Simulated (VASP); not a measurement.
# LiF (Griceite) (Fm-3m) in VASP: further runs, part 2 of 2

VASP 6.6.1. The steps go on from the part before.

## 3. Phonons, LDA

This run uses another cell than the first one, of 7.41 Å³/atom, 0.892 times its volume.

Contents of POSCAR:

```
LiF
1.0
    0.0000000000      1.9499679319      1.9499679319
    1.9499679319      0.0000000000      1.9499679319
    1.9499679319      1.9499679319      0.0000000000
  Li              F
     1     1
Direct
     0.0000000000000000    0.0000000000000000    0.0000000000000000
     0.5000000000000000    0.5000000000000000    0.5000000000000000
```

Contents of INCAR.step1:

```
ALGO     = Normal         # electronic algorithm
EDIFF    = 1E-8           # SCF threshold, eV
EDIFFG   = -0.002         # ionic threshold
ENCUT    = 600            # plane-wave cutoff, eV
IBRION   = 2              # ionic algorithm
ISIF     = 3              # what is computed and relaxed
ISMEAR   = 0              # smearing method
LASPH    = T              # aspherical terms in the spheres
LCHARG   = F              # write CHGCAR
LREAL    = F              # projectors in reciprocal space
LWAVE    = F              # write WAVECAR
NELM     = 80             # most SCF steps
NSW      = 40             # ionic steps
PREC     = Accurate       # precision mode
SIGMA    = 0.03           # smearing width, eV
```

Contents of INCAR.step2:

```
ALGO     = Normal         # electronic algorithm
EDIFF    = 1E-8           # SCF threshold, eV
ENCUT    = 600            # plane-wave cutoff, eV
IBRION   = 6              # ionic algorithm
ISIF     = 2              # what is computed and relaxed
ISMEAR   = 0              # smearing method
LASPH    = T              # aspherical terms in the spheres
LCHARG   = F              # write CHGCAR
LREAL    = F              # projectors in reciprocal space
LWAVE    = F              # write WAVECAR
NELM     = 80             # most SCF steps
NFREE    = 2            
NSW      = 1              # ionic steps
POTIM    = 0.015          # step
PREC     = Accurate       # precision mode
SIGMA    = 0.03           # smearing width, eV
```

Contents of KPOINTS:

```
k-points
0
Gamma
  12 12 12
```

Potentials or basis: VASP PAW LDA potentials, release 64 (Li_sv, F).

Launch:

```bash
> cat potpaw_LDA.64/Li_sv/POTCAR potpaw_LDA.64/F/POTCAR > POTCAR
> cp INCAR.step1 INCAR
> mpirun -np 1 vasp_std > vasp.out
> cp CONTCAR POSCAR
> cp INCAR.step2 INCAR
> mpirun -np 1 vasp_std > vasp.out
```

OUTCAR:

```text
EDIFF = 1E-8
   ENCUT = 600
   IBRION = 6
   ISIF = 2
   ISMEAR = 0
   LASPH = T
   LREAL = F
   NELM = 80
   NFREE = 2
   NSW = 1
   POTIM = 0.015
   PREC = Accurate

 ion  position               nearest neighbor table
   1  0.000  0.000  0.000-   2 1.95   2 1.95   2 1.95   2 1.95   2 1.95   2 1.95
   2  0.500  0.500  0.500-   1 1.95   1 1.95   1 1.95   1 1.95   1 1.95   1 1.95

  LATTYP: Found a face centered cubic cell.
 ALAT       =     3.8999358638

  Lattice vectors:

 A1 = (   0.0000000000,   1.9499679319,   1.9499679319)
 A2 = (   1.9499679319,   0.0000000000,   1.9499679319)
 A3 = (   1.9499679319,   1.9499679319,   0.0000000000)

Analysis of symmetry for initial positions (statically):
=====================================================================
 Subroutine PRICEL returns:
 Original cell was already a primitive cell.

 Routine SETGRP: Setting up the symmetry group for a
 face centered cubic supercell.

 Subroutine GETGRP returns: Found 48 space group operations
 (whereof 48 operations were pure point group operations)
 out of a pool of 48 trial point group operations.

The static configuration has the point symmetry O_h .

Analysis of symmetry for dynamics (positions and initial velocities):
=====================================================================
 Subroutine PRICEL returns:
 Original cell was already a primitive cell.

 Routine SETGRP: Setting up the symmetry group for a
 face centered cubic supercell.

 Subroutine GETGRP returns: Found 48 space group operations
 (whereof 48 operations were pure point group operations)
 out of a pool of 48 trial point group operations.

The dynamic configuration has the point symmetry O_h .

 Subroutine INISYM returns: Found 48 space group operations
 (whereof 48 operations are pure point group operations),
 and found     1 'primitive' translations

----------------------------------------------------------------------------------------

                                     Primitive cell

  volume of cell :      14.8290

  direct lattice vectors                    reciprocal lattice vectors
     0.000000000  1.949967932  1.949967932    -0.256414473  0.256414473  0.256414473
     1.949967932  0.000000000  1.949967932     0.256414473 -0.256414473  0.256414473
     1.949967932  1.949967932  0.000000000     0.256414473  0.256414473 -0.256414473

  length of vectors
     2.757671095  2.757671095  2.757671095     0.444122895  0.444122895  0.444122895

  position of ions in fractional coordinates (direct lattice)
     0.000000000  0.000000000  0.000000000
     0.500000000  0.500000000  0.500000000

  ion indices of the primitive-cell ions
   primitive index   ion index
                 1           1
                 2           2

[... 101 lines left out ...]
   LRPA    =     F    only Hartree local field effects (RPA)
 finite differences with symmetry
 non-spin polarized calculation
 Gauss-broadening in eV      SIGMA  =   0.03
  energy-cutoff  :      600.00
  volume of cell :       14.83
 maximum number of plane-waves:       531
 NGX is ok and might be reduce to    24
   NGX = 11   NGY = 11   NGZ = 11

--------------------------------------- Ionic step        1  -------------------------------------------

 number of electron      10.0000006 magnetization

 Free energy of the ion-electron system (eV)
  ---------------------------------------------------
  ext. energy  EPLUGINS =         0.00000000
  ---------------------------------------------------
  free energy    TOTEN  =       -10.50187676 eV

  energy without entropy =      -10.50187676  energy(sigma->0) =      -10.50187676

------------------------ aborting loop because EDIFF is reached ----------------------------------------

  FORCE on cell =-STRESS in cart. coord.  units (eV):
  Direction    XX          YY          ZZ          XY          YZ          ZX
  --------------------------------------------------------------------------------------
  -------------------------------------------------------------------------------------
  Total        0.0009704      0.0009704      0.0009704      0.0000000     -0.0000000      0.0000000
  in kB        0.1048478      0.1048478      0.1048478      0.0000000     -0.0000000      0.0000000
  external PRESSURE =       0.1048478 kB  Pullay stress =       0.0000000 kB
[... 131 lines left out ...]
--------------------------------------- Ionic step        5  -------------------------------------------

 number of electron      10.0000004 magnetization

 Free energy of the ion-electron system (eV)
  ---------------------------------------------------
  ext. energy  EPLUGINS =         0.00000000
  ---------------------------------------------------
  free energy    TOTEN  =       -10.50161438 eV

  energy without entropy =      -10.50161438  energy(sigma->0) =      -10.50161438

 E-fermi :  -0.4876     XC(G=0): -11.1613

 val. band max:       -0.6637579601   @ k =   0.0000  -0.0833   0.0833
 cond. band min:       9.0930595347   @ k =   0.0000   0.0000   0.0000
 fundamental gap:      9.7568174949
 Fermi energy:        -0.4875529808

 k-point     1 :       0.0000    0.0000    0.0000
  band No.  band energies     occupation
      1     -40.2435      2.00000
      2     -20.5143      2.00000
      3      -0.6655      2.00000
      4      -0.6650      2.00000
      5      -0.6650      2.00000
      6       9.0931      0.00000
      7      24.0000      0.00000
      8      24.0000      0.00000
      9      24.0605      0.00000
[... 265 lines left out ...]
 k-point    24 :      -0.4167    0.1667    0.0000
  band No.  band energies     occupation
      1     -40.1306      2.00000
      2     -19.8978      2.00000
      3      -3.4086      2.00000
      4      -1.7673      2.00000
      5      -1.0792      2.00000
      6      11.4005      0.00000
      7      15.8489      0.00000
      8      18.7921      0.00000
      9      19.1246      0.00000

 [... further k-points ...]
[... 5 lines left out ...]
  --------------------------------------------------------------------------------------
  -------------------------------------------------------------------------------------
  Total        0.0053595      0.0010478      0.0010478      0.0000000      0.0000000      0.0000000
  in kB        0.5790563      0.1132039      0.1132039      0.0000000      0.0000000      0.0000000
  external PRESSURE =       0.2684880 kB  Pullay stress =       0.0000000 kB
[... 17 lines left out ...]
  FREE ENERGIE OF THE ION-ELECTRON SYSTEM (eV)
  ---------------------------------------------------
  free  energy   TOTEN  =       -10.5016143840 eV

  energy  without entropy=      -10.5016143840  energy(sigma->0) =      -10.50161438

 INTERNAL STRAIN TENSORS FROM DISPLACED ATOMS
 ============================================

 INTERNAL STRAIN TENSOR FOR ION    1 for displacements in x,y,z  (eV/Angst):
          X           Y           Z          XY          YZ          ZX
  --------------------------------------------------------------------------------
  x     0.00000     0.00000     0.00000     0.00000     0.00000     0.00000
  y     0.00000     0.00000     0.00000     0.00000     0.00000     0.00000
  z     0.00000     0.00000     0.00000     0.00000     0.00000     0.00000

 INTERNAL STRAIN TENSOR FOR ION    2 for displacements in x,y,z  (eV/Angst):
          X           Y           Z          XY          YZ          ZX
  --------------------------------------------------------------------------------
  x     0.00000     0.00000     0.00000     0.00000     0.00000     0.00000
  y     0.00000     0.00000     0.00000     0.00000     0.00000     0.00000
  z     0.00000     0.00000     0.00000     0.00000     0.00000     0.00000

 Eigenvectors and eigenvalues of the dynamical matrix
 ----------------------------------------------------

   1 f  =   10.496928 THz    65.954143 2PiTHz  350.139825 cm-1    43.411786 meV
             X         Y         Z           dx          dy          dz
      0.000000  0.000000  0.000000    -0.854337    0.000000    0.000000
      1.949968  1.949968  1.949968     0.519720    0.000000    0.000000
[... 21 lines left out ...]
   6 f/i=    0.006811 THz     0.042794 2PiTHz    0.227187 cm-1     0.028168 meV
             X         Y         Z           dx          dy          dz
      0.000000  0.000000  0.000000     0.000000    0.435281    0.283970
      1.949968  1.949968  1.949968     0.000000    0.715533    0.466801

 ELASTIC MODULI CONTR FROM IONIC RELAXATION (kBar)
 Direction    XX          YY          ZZ          XY          YZ          ZX
 --------------------------------------------------------------------------------
 XX           0.0000      0.0000      0.0000      0.0000      0.0000      0.0000
 YY           0.0000      0.0000      0.0000      0.0000      0.0000      0.0000
 ZZ           0.0000      0.0000      0.0000      0.0000      0.0000      0.0000
 XY           0.0000      0.0000      0.0000      0.0000      0.0000      0.0000
 YZ           0.0000      0.0000      0.0000      0.0000      0.0000      0.0000
 ZX           0.0000      0.0000      0.0000      0.0000      0.0000      0.0000
 --------------------------------------------------------------------------------
```

Wall time 89 s (1 thread of Intel Xeon Platinum 8259CL at 2.50GHz (Skylake/Cascade Lake), shared host); peak memory 0.16 GiB.

Results:

```
Highest phonon frequency at Γ, LO-TO splitting left out : 350 cm⁻¹
```

Phonon frequencies in cm⁻¹ (negative: imaginary):
```tsv
q point	frequencies
(0.000, 0.000, 0.000)	0 0 0 350 350 350
```

Caveat: the cutoff is under 1.25 times the usual one of these potentials, so pressure, stress and relaxed cells hold a basis-set (Pulay) error.

## 4. Dielectric tensor, LDA

This run uses another cell than the first one, of 7.41 Å³/atom, 0.892 times its volume.

Contents of INCAR:

```
ALGO     = Normal         # electronic algorithm
EDIFF    = 1E-8           # SCF threshold, eV
ENCUT    = 600            # plane-wave cutoff, eV
ISIF     = 2              # what is computed and relaxed
ISMEAR   = 0              # smearing method
LASPH    = T              # aspherical terms in the spheres
LCHARG   = F              # write CHGCAR
LEPSILON = T              # dielectric tensor by DFPT
LREAL    = F              # projectors in reciprocal space
LWAVE    = F              # write WAVECAR
NELM     = 80             # most SCF steps
PREC     = Accurate       # precision mode
SIGMA    = 0.03           # smearing width, eV
```

Contents of KPOINTS:

```
k-points
0
Monkhorst-Pack
  20 20 20
```

Changes to POSCAR since step 3:

```diff
@@ -1,2 +1,2 @@
-LiF
+LiF                                     
 1.0
@@ -5,3 +5,3 @@
     1.9499679319      1.9499679319      0.0000000000
-  Li              F
+  Li              F             
      1     1
```

Potentials or basis: VASP PAW LDA potentials, release 64 (Li_sv, F).

Launch:

```bash
> cat potpaw_LDA.64/Li_sv/POTCAR potpaw_LDA.64/F/POTCAR > POTCAR
> mpirun -np 1 vasp_std > vasp.out
```

OUTCAR:

```text
EDIFF = 1E-8
   ENCUT = 600
   ISIF = 2
   ISMEAR = 0
   LASPH = T
   LEPSILON = T
   LREAL = F
   NELM = 80
   PREC = Accurate

 ion  position               nearest neighbor table
   1  0.000  0.000  0.000-   2 1.95   2 1.95   2 1.95   2 1.95   2 1.95   2 1.95
   2  0.500  0.500  0.500-   1 1.95   1 1.95   1 1.95   1 1.95   1 1.95   1 1.95

  LATTYP: Found a face centered cubic cell.
 ALAT       =     3.8999358638

  Lattice vectors:

 A1 = (   0.0000000000,   1.9499679319,   1.9499679319)
 A2 = (   1.9499679319,   0.0000000000,   1.9499679319)
 A3 = (   1.9499679319,   1.9499679319,   0.0000000000)

Analysis of symmetry for initial positions (statically):
=====================================================================
 Subroutine PRICEL returns:
 Original cell was already a primitive cell.

 Routine SETGRP: Setting up the symmetry group for a
 face centered cubic supercell.

 Subroutine GETGRP returns: Found 48 space group operations
 (whereof 48 operations were pure point group operations)
 out of a pool of 48 trial point group operations.

The static configuration has the point symmetry O_h .

Analysis of symmetry for dynamics (positions and initial velocities):
=====================================================================
 Subroutine PRICEL returns:
 Original cell was already a primitive cell.

 Routine SETGRP: Setting up the symmetry group for a
 face centered cubic supercell.

 Subroutine GETGRP returns: Found 48 space group operations
 (whereof 48 operations were pure point group operations)
 out of a pool of 48 trial point group operations.

The dynamic configuration has the point symmetry O_h .

 Subroutine INISYM returns: Found 48 space group operations
[... 467 lines left out ...]
 HEAD OF MICROSCOPIC STATIC DIELECTRIC TENSOR (INDEPENDENT PARTICLE, excluding Hartree and local field effects)
 ------------------------------------------------------
           2.160896     0.000000    -0.000000
           0.000000     2.160896    -0.000000
           0.000000    -0.000000     2.160896
 ------------------------------------------------------

 Free energy of the ion-electron system (eV)
  ---------------------------------------------------
  ---------------------------------------------------
  free energy    TOTEN  =        -0.04875666 eV

  energy without entropy =       -0.04875666

------------------------ aborting loop because EDIFF is reached ----------------------------------------

--------------------------------------- Ionic step        2  -------------------------------------------

------------------------ aborting loop because EDIFF is reached ----------------------------------------

--------------------------------------- Ionic step        3  -------------------------------------------

 Free energy of the ion-electron system (eV)
  ---------------------------------------------------
  ---------------------------------------------------
  free energy    TOTEN  =        -0.04875666 eV

  energy without entropy =       -0.04875666

------------------------ aborting loop because EDIFF is reached ----------------------------------------

 PIEZOELECTRIC TENSOR FIELD DIRECTION 3  (e Angst)
 -----------------------------------------------------------------------------
    -0.00016  0.00000  0.00000           ( -0.00000  0.00000  0.00000)
     0.00000 -0.00016 -0.00000           (  0.00000 -0.00000  0.00000)
     0.00000  0.00000 -0.00003           (  0.00000  0.00000 -0.00001)

 PIEZOELECTRIC TENSOR FIELD DIRECTION 3  (C/m^2)
 -----------------------------------------------------------------------------
    -0.00017  0.00000  0.00000
     0.00000 -0.00017 -0.00000
     0.00000  0.00000 -0.00003

 MACROSCOPIC STATIC DIELECTRIC TENSOR (including local field effects in DFT)
 ------------------------------------------------------
           2.113851     0.000000     0.000000
          -0.000000     2.113851     0.000000
           0.000000     0.000000     2.113851
 ------------------------------------------------------

 PIEZOELECTRIC TENSOR (including local field effects)  for field in x, y, z        (e  Angst)
          XX          YY          ZZ          XY          YZ          ZX
  --------------------------------------------------------------------------------
  x     0.00000     0.00000     0.00000     0.00000     0.00000     0.00000
  y     0.00000     0.00000     0.00000     0.00000     0.00000     0.00000
  z     0.00000     0.00000     0.00000     0.00000     0.00000     0.00000

 PIEZOELECTRIC TENSOR (including local field effects)  for field in x, y, z        (C/m^2)
          XX          YY          ZZ          XY          YZ          ZX
  --------------------------------------------------------------------------------
  x     0.00000     0.00000     0.00000     0.00000     0.00000     0.00000
  y     0.00000     0.00000     0.00000     0.00000     0.00000     0.00000
  z     0.00000     0.00000     0.00000     0.00000     0.00000     0.00000

 BORN EFFECTIVE CHARGES (including local field effects) (in |e|, cummulative output)
 ---------------------------------------------------------------------------------
 ion    1
    1     1.03714     0.00000     0.00000
    2    -0.00000     1.03714     0.00000
    3     0.00000     0.00000     1.03714
 ion    2
    1    -1.03714    -0.00000     0.00000
    2     0.00000    -1.03714     0.00000
    3     0.00000     0.00000    -1.03714
```

OSZICAR:

```text
N       E                     dE             d eps       ncg     rms          rms(c)
DAV:   1     0.336930669318E+02    0.33693E+02   -0.63324E+03 14574   0.127E+03
DAV:   2    -0.990097861204E+01   -0.43594E+02   -0.42568E+02 15320   0.223E+02
DAV:   3    -0.109803868809E+02   -0.10794E+01   -0.10770E+01 18106   0.333E+01
[... 11 lines left out ...]
RMM:   5    -0.487509568438E-01   -0.28758E-03   -0.14575E-04 85731   0.979E-02    0.527E-03
RMM:   6    -0.487554806842E-01   -0.45238E-05   -0.36289E-05 86591   0.368E-02    0.102E-03
RMM:   7    -0.487543153005E-01    0.11654E-05   -0.54078E-06 87526   0.150E-02    0.323E-04
RMM:   8    -0.487588642530E-01   -0.45490E-05   -0.11284E-06 87794   0.618E-03    0.167E-04
RMM:   9    -0.487557961925E-01    0.30681E-05   -0.38026E-07 86736   0.270E-03    0.107E-04
RMM:  10    -0.487568628299E-01   -0.10666E-05   -0.18354E-06 83416   0.117E-03    0.213E-05
RMM:  11    -0.487566579594E-01    0.20487E-06   -0.28297E-06 80766   0.534E-04    0.656E-06
```

Wall time 33 min (1 thread of Intel Xeon Platinum 8259CL at 2.50GHz (Skylake/Cascade Lake), shared host); peak memory 0.92 GiB.

What came out:

```yaml
Electronic_dielectric_tensor_diagonal: 2.11
Born_charges_mean_of_the_diagonal: Li +1.04; F -1.04 e
```

Levels at points of the mesh, in eV from the valence-band top:
```tsv
k point	band 3	band 4	band 5	band 6	band 7	band 8
(0.03, 0.03, 0.03)	-0.02	0.00	0.00	9.78	24.09	24.45
```

Electronic dielectric tensor:
```
2.11 0.00 0.00
0.00 2.11 0.00
0.00 0.00 2.11
```

Born effective charge tensors (e):
atom 1, Li
```
1.04 0.00 0.00
0.00 1.04 0.00
0.00 0.00 1.04
```
atom 2, F
```
-1.04  0.00  0.00
 0.00 -1.04  0.00
 0.00  0.00 -1.04
```

Caveat: the cutoff is under 1.25 times the usual one of these potentials, so pressure, stress and relaxed cells hold a basis-set (Pulay) error.

## 5. Against experiment

Step 4. Measured high-frequency dielectric constant of LiF: 1.93 (a printed reference work, monograph). This calculation gives 2.11 (+9.5 %).
